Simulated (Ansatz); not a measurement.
An Ansatz run on a 2-atom cell of CdS (F-43m) from a materials database left the output below. The cell was relaxed beforehand with r2SCAN.

Structure:
```
CELL_PARAMETERS angstrom
0.00000 2.93921 2.93921
2.93921 0.00000 2.93921
2.93921 2.93921 0.00000
ATOMIC_POSITIONS crystal
Cd 0.00000 0.00000 0.00000
S 0.25000 0.25000 0.25000
```

Main lines of the log:
```
scf.n_extra_bands = 4 over 13 filled bands (N_el = 26.0): the run solves 17 bands
Crystal: 2 atoms, lattice volume = 50.783 Å³
Basis set: ecut = 420 eV, 965 PW (Γ)
Symmetry: 24 space group operations
Space group: F-43m (ITA 216)
k-points: 29 of 512 (time reversal used)
preconditioner: auto → none  [insulator: Δε(μ)=1.089 eV  σ=0.020 eV  ℏωp=22.1 eV]
Free energy (F): -9157.823137 eV
Fermi energy:    7.144099 eV
--- Per-component energies (eV) ---
  E_band       = -513.539830
  E_kinetic    = 611.430776
  E_local      = -4046.718412
  E_nonlocal   = 62.170622
  E_hartree    = 1856.902651
  E_xc         = -273.695999
  E_vxc        = -308.840073
  E_paw        = -4683.830599
  E_vpaw       = -545.387164
  E_ewald      = -2684.082191
--- Forces (eV/Å), atoms counted from 1 ---
  atom   1  Cd      0.00000      0.00000      0.00000
  atom   2  S       0.00000      0.00000      0.00000
--- Stress (GPa, compression-positive) ---
        1.385555       0.000000       0.000000
        0.000000       1.385555       0.000000
        0.000000       0.000000       1.385555
  P = ⅓ Tr σ = 1.3856 GPa (13.856 kbar)
--- Band table (eV; the first three rows and the last of 29) ---
  k-point 0: bands = […, -1.0550, -0.6056, -0.6056, 6.5853, 6.5853, 6.5853, 7.6806, 13.1156, 13.1156, 13.1156]
  k-point 1: bands = […, -1.0022, -0.6066, -0.6066, 5.5787, 6.4691, 6.4691, 8.5149, 12.8501, 13.3074, 13.3074]
  k-point 2: bands = […, -0.8158, -0.6015, -0.6015, 4.1514, 6.2068, 6.2068, 9.3149, 12.8328, 13.6054, 13.6054]
  k-point 28: bands = […, -0.6424, -0.5976, -0.0128, 2.7997, 4.4247, 4.4823, 11.9097, 12.0187, 13.7640, 14.6203]
```

Q: Write the input file that gave this output, leaving the band path aside.

A:
```yaml
crystal:
  # lattice and atoms as above
kpoints:
  mp_grid: { grid: [8, 8, 8] }
hamiltonian:
  xc: pbe
scf:
  occupations: { method: fermi_dirac, width: 0.02 }
  n_extra_bands: 4
output:
  forces: true
  stress: true
  eigenvalues: true
```
The compression on the r2SCAN cell fits PBE, which tends to larger cells. A single point prints forces and stress when the output block asks for them. Close relatives of this functional can't be ruled out from these lines alone. Keys that aren't typed take their defaults; thresholds and the kind of smearing can't be read off these lines.

Run as `ansatz run input.yaml --threads 2 --pin off --max-ram 20275MiB --backend cpu --events-out ev --progress --plain --runs-dir out`. It took 1.4 s on 2 threads of AMD EPYC 7R13 Processor (Zen 3) (shared host), load about 2.1 per core; peak host memory 0.54 GiB.

Calculated for a static, non-magnetic cell.

The runs are scalar-relativistic, without spin-orbit coupling.
